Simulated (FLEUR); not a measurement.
# Au (Fm-3m) in FLEUR: a series of runs

One crystal, Au, is run at these levels: LDA exchange alone (X-alpha); tasks: band structure, equation of state.

Program: FLEUR MaX-R8.1 (later development tree). These are calculated values, not measurements. Logs are shortened: lines on timing, memory, paths and dates and some standing lists are left out, and cuts for length are marked.

**Measured values to compare with.**

From “Exploring toroidal anvil profiles for larger sample volumes above 4 Mbar”, 2024, pmc:11102561, for a bulk crystal of Au: bulk modulus 167 GPa.

The results are compared with them further down.

## 1. The crystal as given

It takes space group Fm-3m (No. 225, cubic). Conventional cell: a = 4.070 Å, b = 4.070 Å, c = 4.070 Å, α = 90.00°, β = 90.00°, γ = 90.00°. Au (site symmetry m-3m) is surrounded by 12 Au at 2.88 Å.

## 2. Band structure, LDA exchange alone (X-alpha)

Input file inp.xml:

```xml
<?xml version="1.0" encoding="UTF-8" standalone="no"?>
<fleurInput fleurInputVersion="0.39">
   <comment>
      Au                                                                                                  
   </comment>
   <calculationSetup>
      <cutoffs Kmax="4.1" Gmax="12.7" GmaxXC="12.7" numbands="0"/>
      <scfLoop itmax="60" minDistance="0.00001" maxIterBroyd="15" imix="Anderson" alpha="0.05" precondParam="0.0" spinf="2.0" sdNocoIR="T"/>
      <coreElectrons ctail="T" frcor="F" kcrel="0" coretail_lmax="0"/>
      <xcFunctional name="x-a" relativisticCorrections="F"/>
      <magnetism jspins="1"/>
      <soc l_soc="F" theta="0.0" phi="0.0" spav="F"/>
      <expertModes spex="0" secvar="F"/>
      <geometryOptimization l_f="F" forcealpha="1.0" forcemix="BFGS" epsdisp="0.00001" epsforce="0.00001"/>
      <ldaU l_linMix="F" mixParam="0.05" spinf="1.0"/>
   </calculationSetup>
   <cell>
      <bzIntegration valenceElectrons="19.0" mode="hist" fermiSmearingEnergy="0.00183747">
         <kPointListSelection listName="default-1"/>
         <!-- k-points included here -->
         <xi:include xmlns:xi="http://www.w3.org/2001/XInclude" href="kpts.xml"> </xi:include>
      </bzIntegration>
      <!-- symmetry operations included here -->
      <xi:include xmlns:xi="http://www.w3.org/2001/XInclude" href="sym.xml"> </xi:include>
      <bulkLattice scale="1.0">
         <bravaisMatrix>
            <row-1>    0.0000000000000000     3.8455926635609998     3.8455926635609998</row-1>
            <row-2>    3.8455926635609998     0.0000000000000000     3.8455926635609998</row-2>
            <row-3>    3.8455926635609998     3.8455926635609998     0.0000000000000000</row-3>
         </bravaisMatrix>
      </bulkLattice>
   </cell>
   <atomSpecies>
      <species name="Gold (Au)" element="Au" atomicNumber="79">
         <mtSphere radius="2.52" gridPoints="833" logIncrement="0.016"/>
         <atomicCutoffs lmax="10" lnonsphr="8"/>
         <electronConfig flipSpins="F">
            <coreConfig>(1s1/2) (2s1/2) (2p1/2) (2p3/2) (3s1/2) (3p1/2) (3p3/2) (4s1/2) (3d3/2) (3d5/2) (4p1/2) (4p3/2) (4d3/2) (4d5/2) (4f5/2) (4f7/2)</coreConfig>
            <valenceConfig>(5s1/2) (5p1/2) (5p3/2) (6s1/2) (5d3/2) (5d5/2)</valenceConfig>
            <stateOccupation state="(6s1/2)" spinUp="0.500000" spinDown="0.500000"/>
         </electronConfig>
         <energyParameters s="6" p="6" d="5" f="5"/>
         <lo type="SCLO" l="0" n="5" eDeriv="0"/>
         <lo type="SCLO" l="1" n="5" eDeriv="0"/>
         <lo type="SCLO" l="1" n="5" eDeriv="1"/>
         <lo type="SCLO" l="2" n="5" eDeriv="2"/>
         <lo type="SCLO" l="3" n="5" eDeriv="2"/>
      </species>
   </atomSpecies>
   <atomGroups>
      <atomGroup species="Gold (Au)">
         <relPos label="                   1">.0000000000 .0000000000 .0000000000</relPos>
         <force calculate="T" relaxXYZ="TTT"/>
      </atomGroup>
   </atomGroups>
   <output dos="F" band="F" slice="F">
      <checks vchk="F" cdinf="F"/>
      <bandDOS minEnergy="-.5*Htr" maxEnergy="0.5*Htr" sigma="0.015" storeEVData="T"/>
      <vacuumDOS vacdos="F" integ="F" star="F" nstars="0" locx1="0.0" locy1="0.0" locx2="0.0" locy2="0.0" nstm="0" tworkf="0.0"/>
      <unfoldingBand unfoldBand="F" supercellX="1" supercellY="1" supercellZ="1"/>
      <plotting iplot="0" polar="F">
         <plot TwoD="T" vec1="  1.0  0.0  0.0" vec2="  0.0  1.0  0.0" vec3="  0.0  0.0  1.0" zero="  0.0  0.0  0.0" file="plot"/>
      </plotting>
      <chargeDensitySlicing numkpt="0" minEigenval="0.0" maxEigenval="0.0" nnne="0" pallst="F"/>
      <specialOutput eonly="F"/>
      <moessbauerParams electricFieldGradient="T" isomerShift="T" coreHyperfine="T" valenceHyperfine="T"/>
      <magneticCircularDichroism mcd="F" energyLo="-10.0" energyUp="0.0"/>
   </output>
  <!-- We include the file relax.xml here to enable relaxations (see documentation) -->
  <xi:include xmlns:xi="http://www.w3.org/2001/XInclude" href="relax.xml"> <xi:fallback/> </xi:include>
</fleurInput>
```

Input file crystal.txt:

```
Au
&input cartesian=F /
0.0000000000  2.0350000000  2.0350000000
2.0350000000  0.0000000000  2.0350000000
2.0350000000  2.0350000000  0.0000000000
1.8897261246
1.0 1.0 1.0

1
79 0.0000000000  0.0000000000  0.0000000000

&kpt div1=11 div2=11 div3=11 gamma=T /
```

Input file inp.xml (bands):

```
<?xml version="1.0" encoding="UTF-8" standalone="no"?>
<fleurInput fleurInputVersion="0.39">
   <comment>
      Au                                                                                                  
   </comment>
   <calculationSetup>
      <cutoffs Kmax="4.1" Gmax="12.7" GmaxXC="12.7" numbands="0"/>
      <scfLoop itmax="60" minDistance="0.00001" maxIterBroyd="15" imix="Anderson" alpha="0.05" precondParam="0.0" spinf="2.0" sdNocoIR="T"/>
      <coreElectrons ctail="T" frcor="F" kcrel="0" coretail_lmax="0"/>
      <xcFunctional name="x-a" relativisticCorrections="F"/>
      <magnetism jspins="1"/>
      <soc l_soc="F" theta="0.0" phi="0.0" spav="F"/>
      <expertModes spex="0" secvar="F"/>
      <geometryOptimization l_f="F" forcealpha="1.0" forcemix="BFGS" epsdisp="0.00001" epsforce="0.00001"/>
      <ldaU l_linMix="F" mixParam="0.05" spinf="1.0"/>
   </calculationSetup>
   <cell>
      <bzIntegration valenceElectrons="19.0" mode="hist" fermiSmearingEnergy="0.00183747">
         <kPointListSelection listName="path-1"/>
         <!-- k-points included here -->
         <xi:include xmlns:xi="http://www.w3.org/2001/XInclude" href="kpts.xml"> </xi:include>
      </bzIntegration>
      <!-- symmetry operations included here -->
      <xi:include xmlns:xi="http://www.w3.org/2001/XInclude" href="sym.xml"> </xi:include>
      <bulkLattice scale="1.0">
         <bravaisMatrix>
            <row-1>    0.0000000000000000     3.8455926635609998     3.8455926635609998</row-1>
            <row-2>    3.8455926635609998     0.0000000000000000     3.8455926635609998</row-2>
            <row-3>    3.8455926635609998     3.8455926635609998     0.0000000000000000</row-3>
         </bravaisMatrix>
      </bulkLattice>
   </cell>
   <atomSpecies>
      <species name="Gold (Au)" element="Au" atomicNumber="79">
         <mtSphere radius="2.52" gridPoints="833" logIncrement="0.016"/>
         <atomicCutoffs lmax="10" lnonsphr="8"/>
         <electronConfig flipSpins="F">
            <coreConfig>(1s1/2) (2s1/2) (2p1/2) (2p3/2) (3s1/2) (3p1/2) (3p3/2) (4s1/2) (3d3/2) (3d5/2) (4p1/2) (4p3/2) (4d3/2) (4d5/2) (4f5/2) (4f7/2)</coreConfig>
            <valenceConfig>(5s1/2) (5p1/2) (5p3/2) (6s1/2) (5d3/2) (5d5/2)</valenceConfig>
            <stateOccupation state="(6s1/2)" spinUp="0.500000" spinDown="0.500000"/>
         </electronConfig>
         <energyParameters s="6" p="6" d="5" f="5"/>
         <lo type="SCLO" l="0" n="5" eDeriv="0"/>
         <lo type="SCLO" l="1" n="5" eDeriv="0"/>
         <lo type="SCLO" l="1" n="5" eDeriv="1"/>
         <lo type="SCLO" l="2" n="5" eDeriv="2"/>
         <lo type="SCLO" l="3" n="5" eDeriv="2"/>
      </species>
   </atomSpecies>
   <atomGroups>
      <atomGroup species="Gold (Au)">
         <relPos label="                   1">.0000000000 .0000000000 .0000000000</relPos>
         <force calculate="T" relaxXYZ="TTT"/>
      </atomGroup>
   </atomGroups>
   <output dos="F" band="T" slice="F">
      <checks vchk="F" cdinf="F"/>
      <bandDOS minEnergy="-.5*Htr" maxEnergy="0.5*Htr" sigma="0.015" storeEVData="T"/>
      <vacuumDOS vacdos="F" integ="F" star="F" nstars="0" locx1="0.0" locy1="0.0" locx2="0.0" locy2="0.0" nstm="0" tworkf="0.0"/>
      <unfoldingBand unfoldBand="F" supercellX="1" supercellY="1" supercellZ="1"/>
      <plotting iplot="0" polar="F">
         <plot TwoD="T" vec1="  1.0  0.0  0.0" vec2="  0.0  1.0  0.0" vec3="  0.0  0.0  1.0" zero="  0.0  0.0  0.0" file="plot"/>
      </plotting>
      <chargeDensitySlicing numkpt="0" minEigenval="0.0" maxEigenval="0.0" nnne="0" pallst="F"/>
      <specialOutput eonly="F"/>
      <moessbauerParams electricFieldGradient="T" isomerShift="T" coreHyperfine="T" valenceHyperfine="T"/>
      <magneticCircularDichroism mcd="F" energyLo="-10.0" energyUp="0.0"/>
   </output>
  <!-- We include the file relax.xml here to enable relaxations (see documentation) -->
  <xi:include xmlns:xi="http://www.w3.org/2001/XInclude" href="relax.xml"> <xi:fallback/> </xi:include>
</fleurInput>
```

Potentials or basis: all-electron, FLAPW.

Launch:

```console
> inpgen -f crystal.txt -profile fastHighL
> # inp.xml edited to the form shown
> fleur_MPI
> fleur_MPI   # second run, on inp.xml (bands)
```

Log:

```text
Welcome to FLEUR        (www.flapw.de)
      MaX-Release 8.1          (www.max-centre.eu)

 ========== k-point set info ==========
 Selected k-point list: default-1
 k-point list type: mesh
 11 x 11 x 11
 Number of k points: 56

 ------------Calculation Setup---------------------------
 Number of MPI-tasks      :            1
 Number of PE/node        :            1
 Number of OMP-threads    :            1
 Most efficient MPI parallelization for:
           1           2           4           7           8          14          28          56
 Additional eigenvalue parallelization possible
 Number of basis functions:          175
 Approximate size of matrices (H+S) per k-point:         0.000 GB
 --------------------------------------------------------
 Iteration:     1   Distance:      17.00132334 me/bohr^3
 Iteration:     2   Distance:      15.26535874 me/bohr^3
 Iteration:     3   Distance:       6.72592240 me/bohr^3
 Iteration:     4   Distance:       2.27027984 me/bohr^3
 Iteration:     5   Distance:       2.03577316 me/bohr^3
 Iteration:     6   Distance:       0.17629347 me/bohr^3
 Iteration:     7   Distance:       0.17245915 me/bohr^3
 Iteration:     8   Distance:       0.01427965 me/bohr^3
 Iteration:     9   Distance:       0.01300004 me/bohr^3
 Iteration:    10   Distance:       0.00381684 me/bohr^3
 Iteration:    11   Distance:       0.00002142 me/bohr^3
 Iteration:    12   Distance:       0.00002873 me/bohr^3
 Iteration:    13   Distance:       0.00000204 me/bohr^3

 ********************************************************************
 Run finished successfully
 Stop message:
   all done
 ********************************************************************
```

output (bands):

```text
Welcome to FLEUR        (www.flapw.de)
      MaX-Release 8.1          (www.max-centre.eu)

 ========== k-point set info ==========
 Selected k-point list: path-1
 k-point list type: path
 Number of k points: 60

 ------------Calculation Setup---------------------------
 Number of MPI-tasks      :            1
 Number of PE/node        :            1
 Number of OMP-threads    :            1
 Most efficient MPI parallelization for:
           1           2           3           4           5           6          10          12          15          20          30          60
 Additional eigenvalue parallelization possible
 Number of basis functions:          179
 Approximate size of matrices (H+S) per k-point:         0.000 GB
 --------------------------------------------------------
 Fermi energy correction for metals:
 Fermi energy in bands.* files may not be consistent with last density.
 Please correct it manually (e.g. in band.gnu file).

 Note: Band structure data (together with different weights) is also stored in the banddos.hdf file.
       A convenient way of extracting and plotting the data from that file is by making use of the

 ********************************************************************
 Run finished successfully
 Stop message:
   Charge density postprocessing done.
 ********************************************************************
```

out.xml (last iteration):

```text
<iteration numberForCurrentRun="   13" overallNumber="   13">
         <energyParameters units="Htr">
            <atomicEP atomType="1" spin="1" branch="6s" branchLowest="-3.36" branchHighest="1.53" value="0.3245791696"/>
            <atomicEP atomType="1" spin="1" branch="6p" branchLowest="-1.56" branchHighest="2.44" value="0.5033835563"/>
            <atomicEP atomType="1" spin="1" branch="5d" branchLowest="-11.32" branchHighest="0.57" value="0.3706363552"/>
            <atomicEP atomType="1" spin="1" branch="5f" branchLowest="-2.37" branchHighest="2.61" value="0.8000513800"/>
            <loAtomicEP atomType="1" spin="1" branch="5s" branchLowest="-26.10" branchHighest="-3.36" value="-3.3675303219"/>
            <loAtomicEP atomType="1" spin="1" branch="5p" branchLowest="-19.37" branchHighest="-1.56" value="-1.6233860695"/>
            <loAtomicEP atomType="1" spin="1" branch="5p" branchLowest="-19.37" branchHighest="-1.56" value="-1.6233860695"/>
            <loAtomicEP atomType="1" spin="1" branch="5d" branchLowest="-11.32" branchHighest="0.57" value="0.3531203947"/>
            <loAtomicEP atomType="1" spin="1" branch="5f" branchLowest="-2.37" branchHighest="2.61" value="0.8000428143"/>
         </energyParameters>
         <eigenvalues>
            <eigenvaluesAt spin="1" ikpt="1" k_x="0.00000000" k_y="0.00000000" k_z="0.00000000">
                      -3.3679860535       -1.5734460533       -1.5734460533       -1.5734460533        0.1340083591
                       0.3353732679        0.3353732679        0.3353732679        0.3939757307        0.3939757307
                       1.0345162165        1.1819073078        1.1819073078        1.1819073078        1.3675920434
            </eigenvaluesAt>
            <eigenvaluesAt spin="1" ikpt="2" k_x="0.00000000" k_y="0.00000000" k_z="0.09090909">
                      -3.3679493482       -1.5741328004       -1.5735498274       -1.5735498274        0.1446759529
                       0.3318622972        0.3389938025        0.3389938025        0.3924011432        0.3924011432
                       1.0468192934        1.1236571571        1.1948771344        1.1948771344        1.3959964112
            </eigenvaluesAt>
            <eigenvaluesAt spin="1" ikpt="3" k_x="0.00000000" k_y="0.00000000" k_z="0.18181818">
                      -3.3678510655       -1.5759717593       -1.5738277055       -1.5738277055        0.1740489517
                       0.3258576136        0.3455612831        0.3455612831        0.3924347619        0.3924347619
                       1.0094819115        1.0775943068        1.2268402546        1.2268402546        1.3165427736
            </eigenvaluesAt>
            <eigenvaluesAt spin="1" ikpt="4" k_x="0.00000000" k_y="0.00000000" k_z="0.27272727">
[... 33 lines left out ...]
         <allElectronCharges>
            <spinDependentCharge spin="1" total="79.0000000" interstitial="1.5034175" mtSpheres="77.4965825"/>
            <totalCharge value="78.9999999955"/>
         </allElectronCharges>
         <moessbauerParams unitsHFF="kG" unitsIS="e/bohr^3" unitsEFG="Htr/bohr^2">
            <coreIsomerShift atomType="1" isTotal="2305950.90755">
               <shell n="1" l="0" isomerShift="1910050.31016"/>
               <shell n="2" l="0" isomerShift="286384.59960"/>
               <shell n="2" l="1" isomerShift="20635.33464"/>
               <shell n="3" l="0" isomerShift="65536.09219"/>
               <shell n="3" l="1" isomerShift="5295.98568"/>
               <shell n="4" l="0" isomerShift="16718.40901"/>
               <shell n="3" l="2" isomerShift="0.00217"/>
               <shell n="4" l="1" isomerShift="1330.17352"/>
               <shell n="4" l="2" isomerShift="0.00058"/>
               <shell n="4" l="3" isomerShift="0.00000"/>
            </coreIsomerShift>
            <isomerShift atomType="1" nucleusRadius="0.0001374" averageDensity="2309435.49493"/>
            <electricFieldGradient atomType="1" VXX="0.00000" VYY="0.00000" VZZ="0.00000" asymParam="0.00000">
            </electricFieldGradient>
         </moessbauerParams>
         <totalEnergy                                    value="   -19029.1318697097" units="Htr">
            <sumOfEigenvalues                            value="   -11691.5505610408">
               <coreElectrons value="-11679.2175565245"/>
               <valenceElectrons value="-12.3330045163"/>
            </sumOfEigenvalues>
            <densityCoulombPotentialIntegral value="-33097.9856926358"/>
            <densityEffectivePotentialIntegral value="-33560.0969432676"/>
            <chargeDenXCDenIntegral value="-346.5834380875"/>
            <FockExchangeEnergyValence value="0.0000000000"/>
            <FockExchangeEnergyCore value="0.0000000000"/>
            <atomTypeDependentContributions atomType="1">
               <electronNucleiInteractionDifferentMTs value="23960.5285317625"/>
               <MadelungTerm value="-41.5734357685"/>
            </atomTypeDependentContributions>
            <tkbTimesEntropy value="0.0000626383"/>
            <freeEnergy value="-19029.1319323480"/>
            <extrapolationTo0K value="-19029.1319010288"/>
         </totalEnergy>
         <densityConvergence units="me/bohr^3">
            <chargeDensity spin="1" distance="0.0000020422"/>
         </densityConvergence>
      </iteration>
```

Wall time 9.6 s (1 thread of Arm Neoverse V1, shared host); peak memory 0.04 GiB.

What came out:

```yaml
Free_energy: -517809.0589 eV
Band_gap_along_the_path: none (metal or under the smearing width)
Valence_electrons_inside_the_program's_atomic_spheres: Au 17.50 (radii Au 2.52 bohr)
```

Levels at the corners of the path, in eV from the Fermi level:
```csv
point,band 5,band 6,band 7,band 8,band 9,band 10,band 11,band 12,band 13,band 14
Γ,-10.16,-4.68,-4.68,-4.68,-3.08,-3.08,14.35,18.36,18.36,18.36
X,-7.18,-6.82,-1.87,-1.50,-1.50,0.83,5.79,9.87,9.87,17.29
W,-6.03,-5.19,-5.19,-3.27,-1.50,4.65,6.26,6.26,9.48,22.53
K,-6.54,-5.90,-3.84,-2.80,-1.97,3.75,4.65,7.47,12.53,17.60
Γ,-10.16,-4.68,-4.68,-4.68,-3.08,-3.08,14.35,18.36,18.36,18.36
L,-7.46,-4.72,-4.72,-1.83,-1.83,-1.17,3.12,13.79,17.03,17.03
U,-6.54,-5.90,-3.84,-2.80,-1.97,3.75,4.65,7.47,12.53,17.60
W,-6.03,-5.19,-5.19,-3.27,-1.50,4.65,6.26,6.26,9.48,22.53
L,-7.46,-4.72,-4.72,-1.83,-1.83,-1.17,3.12,13.79,17.03,17.03
K,-6.54,-5.90,-3.84,-2.80,-1.97,3.75,4.65,7.47,12.53,17.60
U,-6.54,-5.90,-3.84,-2.80,-1.97,3.75,4.65,7.47,12.53,17.60
X,-7.18,-6.82,-1.87,-1.50,-1.50,0.83,5.79,9.87,9.87,17.29
```

Core levels (eV from the Fermi level):
```csv
atom,levels
1 Au,"1s1/2 -80588.3, 2s1/2 -14206.2, 2p1/2 -13625.3, 2p3/2 -11791.3, 3s1/2 -3350.0, 3p1/2 -3088.5, 3p3/2 -2683.9, 4s1/2 -724.0, 3d3/2 -2248.9, 3d5/2 -2161.9, 4p1/2 -612.6, 4p3/2 -515.4, 4d3/2 -332.9, 4d5/2 -314.8, 4f5/2 -80.5, 4f7/2 -76.6"
```

Caveat: spin-orbit coupling is left out, which moves the levels of the heavy elements.

[end of part 1 of 2]
